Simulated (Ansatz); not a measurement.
## MoS2 under changes of volume

One of the cells (17.728 Å³/atom); the others are scaled copies at fixed shape and fractional positions:

```
CELL_PARAMETERS angstrom
1.58000 0.91221 6.15000
-1.58000 0.91221 6.15000
0.00000 -1.82443 6.15000
ATOMIC_POSITIONS crystal
Mo 0.00000 0.00000 0.00000
S 0.41700 0.41700 0.41700
S 0.25000 0.25000 0.25000
```

Measurements of this composition are mostly on another form, of space group No. 194.

| Item | Value |
| --- | --- |
| Program | Ansatz 0.2.0 |
| Functional | LDA |
| Potentials or basis | all-electron LAPW, scalar-relativistic |
| Cutoff | 246 eV (chosen from the basis error) |
| Basis error allowed | 0.002 eV/atom |
| k mesh | 10 × 10 × 10 |
| Occupations | fermi-dirac, width 0.05 eV |
| Spin | no spin polarisation |

| volume (Å³/atom) | energy over the lowest point (meV/atom) | pressure (GPa) | gap on the mesh (eV) | largest force (eV/Å) |
| --- | --- | --- | --- | --- |
| 16.664 | 19.89 | 8.4 | 0.82 | 1.227 |
| 17.019 | 5.75 | 4.4 | 0.84 | 0.817 |
| 17.373 | 0.00 | 0.8 | 0.86 | 0.437 |
| 17.728 | 1.76 | -2.4 | 0.88 | 0.086 |
| 18.083 | ? | ? | ? | ? |
| 18.437 | 24.81 | -7.8 | 0.91 | 0.617 |
| 18.792 | 44.76 | -10.1 | 0.92 | 0.893 |

What does the run at 18.083 Å³/atom give?

Energy over the lowest point 10.26 meV/atom; pressure -5.3 GPa; gap on the mesh 0.90 eV; largest force 0.319 eV/Å.

Worked out: A Birch-Murnaghan fit of order 3 (a polynomial in V^(-2/3)) to the other rows has its minimum at 17.46 Å³/atom with B0 = V·E''(V) = 163 GPa and B' = 4.4 at fixed shape and positions, which overstates the stiffness. It gives 10.29 meV/atom at 18.083 Å³/atom, against the run's 10.26, and -dE/dV = -5.3 GPa, against -5.3. A straight line through the other rows of the gap, of slope 0.843 eV per unit of ln V, gives 0.89 eV, against the run's 0.90.

Energies are extrapolated to zero smearing.

Caveats: forces of over 1 eV/Å show positions far from the minimum, so gaps and moduli don't describe the material at rest (some runs).

A mesh can miss the band edges. Spin-orbit coupling on Mo is left out.
